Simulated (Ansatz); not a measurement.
# GaAs (P-6m2) in Ansatz: band structure with r2SCAN

Aim: the band structure of GaAs with r2SCAN.

All numbers are computed with Ansatz 0.2.0; they aren't measurements. Logs are shortened: lines on timing, memory, paths and dates and some standing lists are left out, and cuts for length are marked.

## (1) The structure

The structure is hexagonal, space group P-6m2 (No. 187). Conventional cell: a = 3.606 Å, b = 3.606 Å, c = 3.573 Å, α = 90.00°, β = 90.00°, γ = 120.00°. Around Ga (site symmetry -6m2) lie 6 As at 2.74 Å. As (site symmetry -6m2) has 6 Ga at 2.74 Å as nearest neighbours.

The cell was built by a generator and needn't be a form met in nature.

## (2) Band structure, r2SCAN, spin-orbit coupling, no magnetisation

Input file input.yaml:

```yaml
crystal:
  lattice:
    - [3.60640121, 0.0, 0.0]
    - [-1.8032006, 3.12323506, 0.0]
    - [0.0, 0.0, 3.57319416]
  atoms:
    - { symbol: Ga, position: [0.33333333, 0.66666667, 0.5] }
    - { symbol: As, position: [0.0, 0.0, 0.0] }
hamiltonian:
  xc: r2scan
  pseudopotentials: { kind: paw_fr }
magnetization:
  noncollinear: true
  spin_orbit: true
kpoints:
  mp_grid: { grid: [7, 7, 6] }
  band_path:
    path:
      - [[0.0, 0.0, 0.0], [0.5, 0.0, 0.0], [0.3333333333, 0.3333333333, 0.0], [0.0, 0.0, 0.0], [0.0, 0.0, 0.5], [0.5, 0.0, 0.5], [0.3333333333, 0.3333333333, 0.5], [0.0, 0.0, 0.5]]
      - [[0.5, 0.0, 0.5], [0.5, 0.0, 0.0]]
      - [[0.3333333333, 0.3333333333, 0.0], [0.3333333333, 0.3333333333, 0.5]]
    npoints: 14
scf:
  occupations: { method: fermi_dirac, width: 0.05 }
  n_extra_bands: 6
output:
  forces: true
  stress: true
  eigenvalues: true
  fatbands: true
```

Potentials or basis: Ansatz PAW.

Launch:

```sh
> ansatz run input.yaml --threads 2 --pin off --max-ram 5632MiB --backend cpu --events-out ev --progress --plain --runs-dir out
```

Output:

```text
Warning: RAYON_NUM_THREADS=2 ignored (pool sized by the plan → 2); use --threads N
scf.n_extra_bands = 6 over 28 filled bands (N_el = 28.0): the run solves 34 bands
Engine: ansatz 0.2.0, x86_64-unknown-linux-gnu
Pseudopotentials: kind: paw_fr
Pseudopotential: Ga, paw_fr, valence charge 13, recommended cutoff 500 eV (meta_gga), Ga.paw.azcp#standard-fr
Pseudopotential: As, paw_fr, valence charge 15, recommended cutoff 500 eV (meta_gga), As.paw.azcp#standard-fr
Functional definition: r2SCAN
  parameter k0 = 0.174
  parameter k1 = 0.065
  parameter a1 = 4.9479
  exchange = r2scan_x(k0 = k0, k1 = k1, a1 = a1)
  correlation = r2scan_c
non-collinear run that drives no moment, with spin-orbit: no starting moment large enough to seed its density (crystal.atoms[].spin), no starting occupations that ask for one, no magnetisation constraint and no magnetic field, so the semilocal B_xc is pinned to zero
Crystal: 2 atoms, lattice volume = 40.247 Å³
Basis set: ecut = 500 eV, 1057 PW (Γ), exchange–correlation on 108×108×108 points (64 copies of the dense FFT grid, shifted against one another)
Bands: 34, of which v1, the nominal top of the filled ones, is band 28 counted from 1 (27 counted from 0)
Symmetry: 12 space group operations + 12 with time reversal
Magnetic group: BNS 187.210 (UNI 1440), of the structure as read, at distance tolerance 3.4e-5 Å
k-points: 32 of 294 (time reversal used)
Projection manifold: j_resolved (fully-relativistic pseudo-atomic orbitals)
Non-local potential: Ga, projectors of the file, l = 0: 2, l = 1: 4, l = 2: 6, l = 3: 2
Non-local potential: As, projectors of the file, l = 0: 2, l = 1: 4, l = 2: 6, l = 3: 2
PAW form: soft (Blöchl's): semilocal exchange-correlation on the pseudo side does not see the compensation charge
PAW frozen core: Ga, regenerated for the run's functional (the file was generated under x = pbe(κ = 0.804, μ = 0.2195149727645171), c = pbe(β = 0.06672455060314922))
PAW frozen core: As, regenerated for the run's functional (the file was generated under x = pbe(κ = 0.804, μ = 0.2195149727645171), c = pbe(β = 0.06672455060314922))
PAW one-centre angular grid: Ga, 590 points (default); XC on 224 Gauss nodes
PAW one-centre angular grid: As, 590 points (default); XC on 257 of its mesh's 2695 points in the sphere
Initial density: superposition of atomic densities (chi_scale 0.1, normalization cell, long waves kept (reshape's long-wave potential 0.00 eV rms))
Initial wavefunctions: pseudopotential atomic-orbital guess
Functional: x = r2scan, c = r2scan; τ floored in thin density (d = 2e-4 eV/Å³)
iter 1 solved again at ethr=8.02e-4 eV; its pass at ethr=3.10e-3 eV (dr2=2.25e-1 eV) is discarded
SCF iter   1: F=—  HF=-8649.116164 eV  |F-HF|=—  |Δ(HF+E_count)|=         —  Δρ=3.33e-2  dr2=2.25e-1  dr2_τ=2.79e-4  dr2_m=0.00e0 (ungated)  ethr=8.02e-4  |M|=0.00e0 ∫|m|=0.00e0 μB  |m|>n=0.0e0 m-floor=0.0e0 τ_xc=0.0e0  β_m=0.30  ⟨swp⟩=1.0  Hψ=6279  notcnv=0
preconditioner: auto → none  [metal: Δε(μ)=0.103 eV  Ē_g=15.138 eV  σ=0.050 eV  W_gap=0.40  n_scr=8 (ndim 8)  ℏωp=24.8 eV  f_vac=0.000  D(μ)=0.78/eV (n_scr^D=2)  sad-step TF]
SCF iter   2: F=—  HF=-8649.128786 eV  |F-HF|=—  |Δ(HF+E_count)|=   1.26e-2  Δρ=2.39e-2  dr2=1.22e-1  dr2_τ=2.01e-4  dr2_m=0.00e0 (ungated)  ethr=8.02e-4  |M|=0.00e0 ∫|m|=0.00e0 μB  |m|>n=0.0e0 m-floor=0.0e0 τ_xc=0.0e0  β_m=0.63  ⟨swp⟩=2.5  Hψ=1584  notcnv=0
SCF iter   3: F=—  HF=-8649.120499 eV  |F-HF|=—  |Δ(HF+E_count)|=   8.29e-3  Δρ=6.02e-3  dr2=1.30e-2  dr2_τ=4.43e-5  dr2_m=0.00e0 (ungated)  ethr=4.37e-4  |M|=0.00e0 ∫|m|=0.00e0 μB  |m|>n=0.0e0 m-floor=0.0e0 τ_xc=0.0e0  β_m=0.59  ⟨swp⟩=2.1  Hψ=1401  notcnv=0  defer=6
SCF iter   4: F=—  HF=-8649.115403 eV  |F-HF|=—  |Δ(HF+E_count)|=   5.10e-3  Δρ=1.39e-3  dr2=3.32e-4  dr2_τ=8.02e-7  dr2_m=0.00e0 (ungated)  ethr=4.66e-5  |M|=0.00e0 ∫|m|=0.00e0 μB  |m|>n=0.0e0 m-floor=0.0e0 τ_xc=0.0e0  β_m=0.80  ⟨swp⟩=2.0  Hψ=1844  notcnv=0  defer=6
SCF iter   5: F=—  HF=-8649.115880 eV  |F-HF|=—  |Δ(HF+E_count)|=   4.77e-4  Δρ=4.14e-4  dr2=7.92e-5  dr2_τ=2.38e-7  dr2_m=0.00e0 (ungated)  ethr=1.19e-6  |M|=0.00e0 ∫|m|=0.00e0 μB  |m|>n=0.0e0 m-floor=0.0e0 τ_xc=0.0e0  β_m=0.73  ⟨swp⟩=2.0  Hψ=1686  notcnv=0  defer=6
SCF iter   6: F=—  HF=-8649.115866 eV  |F-HF|=—  |Δ(HF+E_count)|=   1.41e-5  Δρ=8.44e-5  dr2=2.16e-6  dr2_τ=1.85e-8  dr2_m=0.00e0 (ungated)  ethr=2.83e-7  |M|=0.00e0 ∫|m|=0.00e0 μB  |m|>n=0.0e0 m-floor=0.0e0 τ_xc=0.0e0  β_m=0.75  ⟨swp⟩=3.0  Hψ=1993  notcnv=0  defer=6
SCF iter   7: F=—  HF=-8649.115868 eV  |F-HF|=—  |Δ(HF+E_count)|=   2.08e-6  Δρ=3.98e-5  dr2=7.08e-7  dr2_τ=1.74e-9  dr2_m=0.00e0 (ungated)  ethr=7.72e-9  |M|=0.00e0 ∫|m|=0.00e0 μB  |m|>n=0.0e0 m-floor=0.0e0 τ_xc=0.0e0  β_m=0.72  ⟨swp⟩=2.0  Hψ=1962  notcnv=0  defer=6
SCF iter   8: F=-8649.115868 eV  HF=-8649.115868 eV  |F-HF|=2.54e-8  |Δ(HF+E_count)|=   1.35e-7  Δρ=9.48e-6  dr2=2.49e-8  dr2_τ=7.22e-11  dr2_m=0.00e0 (ungated)  ethr=3.57e-10  |M|=0.00e0 ∫|m|=0.00e0 μB  |m|>n=0.0e0 m-floor=0.0e0 τ_xc=0.0e0  ⟨swp⟩=3.6  Hψ=4658  notcnv=0
SCF 1 converged in 8 iterations: F = -8649.115868 eV  dr2 = 2.49e-8
NSCF: frozen V_eff on 129 k-points
SCF converged after 8 iterations
Magnetization: |M| = 0.0000 μB,  M = (+0.0000, +0.0000, +0.0000) μB
Absolute magnetization: 0.0000 μB (∫|m|)
  site 0: m = (+0.0000, +0.0000, +0.0000) μB, |m| = 0.0000 μB  (R = 1.13 Å)
  site 1: m = (+0.0000, +0.0000, +0.0000) μB, |m| = 0.0000 μB  (R = 1.13 Å)
Free energy (F): -8649.115868 eV
Harris-Foulkes:  -8649.115868 eV  (|F-HF|=2.54e-8)
Internal energy: -8649.108365 eV  (E = F + TS)
E sigma→0 (E₀):  -8649.112116 eV
Entropy (-TS):   -0.007503 eV (-3.752 meV/atom)
Fermi energy:    9.714620 eV
--- Per-component energies (eV) ---
  E_band       = -286.459278
  E_kinetic    = 216.327513
  E_local      = -3454.385983  (includes V_loc(G=0)·N_el)
  E_nonlocal   = -244.378128
  E_hartree    = 1766.464894
  E_xc         = -135.940012
  E_vxc        = -143.153351  (∫ρ·V_xc dr)
  E_paw        = -3844.275529  (= ΣΔE_a)
  E_vpaw       = -201.449599  (= ΣTr[D̂ρ^β])
  E_aug_tail   = -0.000047  (compensation charges beyond the density's cutoff)
  E_vtau       = 7.649433  (kinetic-family band-sum trace: ∫τ·v_τ [+ j·A + Jᵃ·Aᵃ] dr)
  E_ewald      = -2950.840621
  E_core_change = -2.080453  (= ΣΔE_core)
  E_smearing   = -0.007503  (= −TS)
  E_closure    = 0.000000  (closes the sum)
  Σ components = -8649.115868   (vs F -8649.115868, Δ=0.00e0)
--- Forces (eV/Å), atoms counted from 1 ---
  atom   1  Ga    -0.00000000     0.00000000     0.00000000
  atom   2  As     0.00000000    -0.00000000     0.00000000
  max |Σ_I F_I| component: 8.79e-17 eV/Å
--- Stress (GPa, compression-positive) ---
        0.102624       0.000000       0.000000
        0.000000       0.102624       0.000000
        0.000000       0.000000      -8.279786
  P = ⅓ Tr σ = -2.6915 GPa (-26.915 kbar)
--- Band table (eV; the first three rows and the last of 32) ---
  k-point 0: bands = ["-26.9965", "-26.9965", "-26.9856", "-26.9856", "-26.2678", "-26.2678", "-26.2627", "-26.2627", "-26.2535", "-26.2535", "-5.8336", "-5.8336", "-5.8084", "-5.8084", "-5.3843", "-5.3843", "-5.3571", "-5.3571", "-5.3347", "-5.3347", "-3.9065", "-3.9065", "7.9525", "7.9525", "8.5399", "8.5399", "10.0477", "10.0477", "10.2602", "10.2602", "15.1685", "15.1685", "15.2842", "15.2842"]
  k-point 1: bands = ["-26.9962", "-26.9962", "-26.9857", "-26.9856", "-26.2671", "-26.2671", "-26.2630", "-26.2630", "-26.2535", "-26.2535", "-5.8350", "-5.8307", "-5.8048", "-5.8048", "-5.3819", "-5.3819", "-5.3497", "-5.3497", "-5.3427", "-5.3380", "-3.6199", "-3.6199", "5.0704", "5.0704", "10.2681", "10.2681", "10.5072", "10.5106", "11.1729", "11.1729", "15.3479", "15.3479", "15.4764", "15.4803"]
  k-point 2: bands = ["-26.9955", "-26.9955", "-26.9858", "-26.9858", "-26.2656", "-26.2656", "-26.2637", "-26.2636", "-26.2534", "-26.2534", "-5.8336", "-5.8293", "-5.8005", "-5.8005", "-5.3769", "-5.3769", "-5.3538", "-5.3491", "-5.3364", "-5.3364", "-2.8335", "-2.8335", "2.4128", "2.4128", "10.8650", "10.8650", "11.1171", "11.1216", "13.1755", "13.1755", "15.6040", "15.6040", "15.7758", "15.7822"]
  k-point 31: bands = ["-26.9951", "-26.9950", "-26.9842", "-26.9839", "-26.2648", "-26.2647", "-26.2638", "-26.2637", "-26.2507", "-26.2502", "-5.8624", "-5.8372", "-5.8339", "-5.8137", "-5.4410", "-5.3932", "-5.3688", "-5.3463", "-5.3350", "-5.3161", "-0.0531", "-0.0450", "4.5899", "4.6025", "5.4893", "5.5722", "6.4542", "6.4667", "7.7186", "7.8411", "9.8563", "9.9323", "18.4276", "18.5708"]
```

bands.tsv:

```text
[... 151 lines left out ...]
```

Run time: 60 s. Hardware: 2 threads of Intel Xeon at 2.50GHz (Skylake/Cascade Lake), shared host; peak memory 0.63 GiB.

Results:

```yaml
Free_energy: -8649.1159 eV
Pressure: -2.7 GPa
Band_gap_on_the_k_mesh: none (metal or under the smearing width)
```

Levels at the corners of the path, in eV from the Fermi level:
```
point  band 25  band 26  band 27  band 28  band 29  band 30  band 31  band 32
    Γ    -1.17    -1.17     0.33     0.33     0.55     0.55     5.45     5.45
    M    -1.65    -1.65     0.50     0.50     0.94     0.94     4.84     4.84
    K    -4.65    -4.59     0.95     0.95     4.49     4.63     4.63     4.64
    Γ    -1.17    -1.17     0.33     0.33     0.55     0.55     5.45     5.45
    A     1.54     1.54     1.81     1.81     5.10     5.10     5.43     5.43
    L    -4.65    -4.65    -3.54    -3.54     0.34     0.34     3.47     3.47
    H    -4.27    -4.18    -3.91    -3.91    -2.32    -2.18    -0.20    -0.12
    A     1.54     1.54     1.81     1.81     5.10     5.10     5.43     5.43
    L    -4.65    -4.65    -3.54    -3.54     0.34     0.34     3.47     3.47
    M    -1.65    -1.65     0.50     0.50     0.94     0.94     4.84     4.84
    K    -4.65    -4.59     0.95     0.95     4.49     4.63     4.63     4.64
    H    -4.27    -4.18    -3.91    -3.91    -2.32    -2.18    -0.20    -0.12
```

Caveat: the PAW data sets come from PBE, with cores solved anew for the run's functional, which leaves a small shift of forces and pressure.
